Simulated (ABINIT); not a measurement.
# Quasiparticle gap of AlN (F-43m) in ABINIT, part 3 of 3

Wanted: ground state, empty states, screening and self-energy for AlN (F-43m).

ABINIT 10.8.3; PBE and many-body steps on it, plane waves. Known limits of the many-body steps: not at the basis limit.

So far. Step 4 (Empty states on the mesh, 6×6×6 mesh, 107 bands): On this mesh the gap is 3.325 eV. Step 5 (Screening, 6×6×6 mesh, 99 bands, screening to 217.7 eV): Local fields lower ε∞ by 9 %.

### 6. Self-energy, 6×6×6 mesh, 99 bands, screening to 217.7 eV

The self-energy is evaluated for the states that the input lists, and the levels follow from it, in one-shot runs by the linearised quasiparticle equation.

This step: G0W0 on PBE, plane waves, norm-conserving pseudopotentials.

run.abi reads:

```
acell 3*1.0 Angstrom
rprim 
  -0.000000000000 2.183993559600 2.183993559600
  2.183993559600 -0.000000000000 2.183993559600
  2.183993559600 2.183993559600 -0.000000000000
ntypat 2
znucl 13 7
natom 2
typat 1 2
xred 
  0.000000000000 0.000000000000 0.000000000000
  0.750000000000 0.750000000000 0.750000000000
pp_dirpath "pseudos"
pseudos "Al.upf, N.upf"
ecut 36
ngkpt 6 6 6
nshiftk 1
shiftk 0 0 0
kptopt 1
chksymbreak 0
istwfk *1
occopt 1
irdwfk 1
optdriver 4
nband 99
gwcalctyp 0
ecutsigx 36
symsigma 1
nkptgw 2
kptgw 
  0.0000000000 0.0000000000 0.0000000000
  0.5000000000 0.5000000000 0.0000000000
bdgw 
  2 8
  3 6
ecuteps 8
irdscr 1
ppmodel 1
indata_prefix "in"
outdata_prefix "out"
tmpdata_prefix "tmp"
```

On the command line:

```sh
OMP_NUM_THREADS=1 mpirun -n 4 abinit run.abi > log
```

Numbers of over 12 decimals in the logs are rounded to 6 here.

The log of the run:

```text
.Version 10.8.3 of ABINIT. v10.8.2 released Aug 2026.

 Symmetries : space group F-4 3 m (#216); Bravais cF (face-center cubic)
[... echo of the input left out ...]
== DATASET  1 ==================================================================
-   mpi_nproc: 4, omp_nthreads: 1 (-1 if OMP is not activated)

--- !DatasetInfo
iteration_state: {dtset: 1, }
dimensions: {natom: 2, nkpt: 16, mband: 99, nsppol: 1, nspinor: 1, nspden: 1, mpw: 1464, }
cutoff_energies: {ecut:  36.0, pawecutdg:  -1.0, }
electrons: {nelect:   8.00000000E+00, charge:   0.00000000E+00, occopt:   1.00000000E+00, tsmear:   1.00000000E-02, }

 SIGMA: Calculation of the GW corrections

 Based on a program developped by R.W. Godby, V. Olevano, G. Onida, and L. Reining.
 Incorporated in ABINIT by V. Olevano, G.-M. Rignanese, and M. Torrent.
.Using double precision arithmetic ; gwpc =  8

[... cell and pseudopotentials left out ...]
--------------------------------------------------------------------------------

 ==== K-mesh for the wavefunctions ====
 Number of points in the irreducible wedge :    16
[... list of points left out ...]
 Together with 24 symmetry operations and time-reversal symmetry
 yields   216 points in the full Brillouin Zone.

 ==== Q-mesh for screening function ====
 Number of points in the irreducible wedge :    16
[... list of points left out ...]
 Together with 24 symmetry operations and time-reversal symmetry
 yields   216 points in the full Brillouin Zone.

 vcoul_init : cutoff-mode = AUXILIARY_FUNCTION
 q-points for optical limit:   1
     1)      0.000010    0.000020    0.000030
 setmesh: FFT mesh size selected  =    32x   32x   32
          total number of points  =        32768

 Number of electrons calculated from density =    8.0000; Expected =    8.0000
 average of density, n =  0.056900
 r_s =    1.6129
 omega_plasma =   23.0097 [eV]

 === KS Band Gaps ===
  >>>> For spin  1
   Minimum direct gap =   4.1921 [eV], located at k-point      :   0.0000  0.0000  0.0000
   Fundamental gap    =   3.3248 [eV], Top of valence bands at :   0.0000  0.0000  0.0000
                                       Bottom of conduction at :   0.5000  0.5000  0.0000
 SIGMA fundamental parameters:
 PLASMON POLE MODEL  1
 number of plane-waves for SigmaX                 1459
 number of plane-waves for SigmaC and W            169
 number of plane-waves for wavefunctions          1459
 number of bands                                    99
 number of independent spin polarizations            1
 number of spinorial components                      1
 number of k-points in IBZ                          16
 number of q-points in IBZ                          16
 number of symmetry operations                      24
 number of k-points in BZ                          216
 number of q-points in BZ                          216
 number of frequencies for dSigma/dE                 9
 frequency step for dSigma/dE [eV]                0.25
 number of omega for Sigma on real axis              0
 max omega for Sigma on real axis  [eV]           0.00
 zcut for avoiding poles [eV]                     0.10

 EPSILON^-1 parameters (SCR file):
 dimension of the eps^-1 matrix on file            169
 dimension of the eps^-1 matrix used               169
 number of plane-waves for wavefunctions          1459
 number of bands                                    99
 number of q-points in IBZ                          16
 number of frequencies                               2
 number of real frequencies                          1
 number of imag frequencies                          1

 matrix elements of self-energy operator (all in [eV])

 Perturbative Calculation

--- !SelfEnergy_ee
iteration_state: {dtset: 1, }
kpoint     : [   0.000,    0.000,    0.000, ]
spin       : 1
KS_gap     :    4.192
QP_gap     :    5.586
Delta_QP_KS:    1.394
data: !SigmaeeData |
     Band     E0 <VxcDFT>   SigX SigC(E0)      Z dSigC/dE  Sig(E)    E-E0       E
        2   5.159 -16.959 -20.996   2.963   0.785  -0.273 -17.802  -0.843   4.316
        3   5.159 -16.959 -20.996   2.963   0.785  -0.273 -17.802  -0.843   4.316
        4   5.159 -16.959 -20.996   2.963   0.785  -0.273 -17.802  -0.843   4.316
        5   9.351 -12.531  -8.056  -3.799   0.815  -0.226 -11.980   0.551   9.902
        6  17.748  -9.892  -4.092  -5.066   0.815  -0.227  -9.293   0.598  18.346
        7  17.748  -9.892  -4.092  -5.066   0.815  -0.227  -9.293   0.598  18.346
        8  17.748  -9.892  -4.092  -5.066   0.815  -0.227  -9.293   0.598  18.346

--- !SelfEnergy_ee
iteration_state: {dtset: 1, }
kpoint     : [   0.500,    0.500,    0.000, ]
spin       : 1
KS_gap     :    5.100
QP_gap     :    6.585
Delta_QP_KS:    1.485
data: !SigmaeeData |
     Band     E0 <VxcDFT>   SigX SigC(E0)      Z dSigC/dE  Sig(E)    E-E0       E
        3   3.383 -15.432 -20.146   3.264   0.781  -0.280 -16.565  -1.134   2.250
        4   3.383 -15.432 -20.146   3.264   0.781  -0.280 -16.565  -1.134   2.250
        5   8.483  -9.206  -5.016  -3.769   0.835  -0.197  -8.854   0.351   8.834
        6  13.810  -9.461  -4.383  -4.374   0.838  -0.193  -8.871   0.590  14.400

== END DATASET(S) ==============================================================
================================================================================

 -outvars: echo values of variables after computation  --------
           etotal      0.0000000000E+00
            nband          99
             nkpt          16
          spgroup         216
 [... the other variables as echoed above ...]

 Calculation completed.
```

The job ended after 9.8 s (4 MPI ranks of Intel Xeon Platinum 8375C at 2.90GHz (Ice Lake), shared host; peak memory 0.81 GiB).

This step gave:

* G0W0 gap on the points computed: 4.518 eV
* starting gap on the mesh: 3.325 eV
* k of the valence top: 0, 0, 0
* k of the conduction bottom: 0.5, 0.5, 0
* Z at the valence top: 0.785
* Z at the conduction bottom: 0.835
* least direct G0W0 gap on the computed points: 5.586 eV

The gap on the mesh goes from 3.32 eV to 4.52 eV, a correction of +1.19 eV.

Limits: finite bands, cutoff and mesh. v1 is the top filled band, c1 the lowest empty one. The levels before and after the correction (eV, zero at the valence-band top of each column):

```
           conduction bottom  valence top
Kohn-Sham               3.32         0.00
     G0W0               4.52         0.00
```

```
                       level  energy (eV)
Kohn-Sham            Γ v3-v1        0.000
Kohn-Sham               Γ c1        4.192
Kohn-Sham            Γ c2-c4       12.589
Kohn-Sham  (0.5 0.5 0) v2-v1       -1.775
Kohn-Sham     (0.5 0.5 0) c1        3.325
Kohn-Sham     (0.5 0.5 0) c2        8.652
     G0W0            Γ v3-v1        0.000
     G0W0               Γ c1        5.586
     G0W0            Γ c2-c4       14.030
     G0W0  (0.5 0.5 0) v2-v1       -2.066
     G0W0     (0.5 0.5 0) c1        4.518
     G0W0     (0.5 0.5 0) c2       10.084
```

### 7. Where the time went

Times are wall times on 4 MPI ranks of Intel Xeon Platinum 8375C at 2.90GHz (Ice Lake), shared host, good to a factor of about two.

```
                          step   time  share  memory (GiB)
                  ground state  4.5 s    7 %          0.29
bands along the symmetry lines  3.8 s    6 %          0.27
      empty states on the mesh  9.4 s   14 %          0.71
                     screening   40 s   59 %          0.77
                   self-energy  9.8 s   15 %          0.81
```

### 8. Outcome

| Quantity | Value |
| --- | --- |
| PBE gap | 3.32 eV, indirect |
| G0W0 gap on the mesh | 4.52 eV |
| GW settings | 6×6×6 mesh, 99 bands, screening to 217.7 eV, Godby-Needs plasmon pole |
| known limits | not at the basis limit |

What this shows: G0W0 moves the gap on the mesh from 3.32 eV to 4.52 eV (+1.19 eV), with Z of 0.79 and 0.83 at the edges. Local fields lower the RPA ε∞ on this mesh from 4.79 to 4.35. Only 2 of the mesh's irreducible points were corrected, so a valley elsewhere could overtake. The dearest step here is «screening». Bands and cutoff are finite, so the gap is not at the basis limit. The miss can reach some tenths of an eV and take either sign; the mesh is an error of its own. In the G0W0 run levels were corrected at 2 k points alone, so a gap called «on the mesh» is the least over those, and an edge elsewhere would be missed.

[Paths, hosts, dates, memory and timing lines, banners, echoed tables and standing remarks are left out of the program output.]

[Logs are printed without paths, hosts, clocks, repeated set-up lines and the standing remarks that a program may print on its own settings, such as how far it seeks lower states.]

[Runs of the session that timed out or met a known fault of the program may be left out.]

[Hosts, paths, dates, database ids (printed as entryN), source tags and the programs' standing remarks are cut or masked in the printed files.]

[G0W0 gaps are taken among the corrected bands and points alone; a level outside them can change the order at an edge.]

[Where Ansatz stands beside ABINIT at settings called matched, ABINIT's density can come from a denser mesh and the files from another edition; pairs whose starting gaps differed by over 0.03 eV were left out, so agreement reads better than it is.]
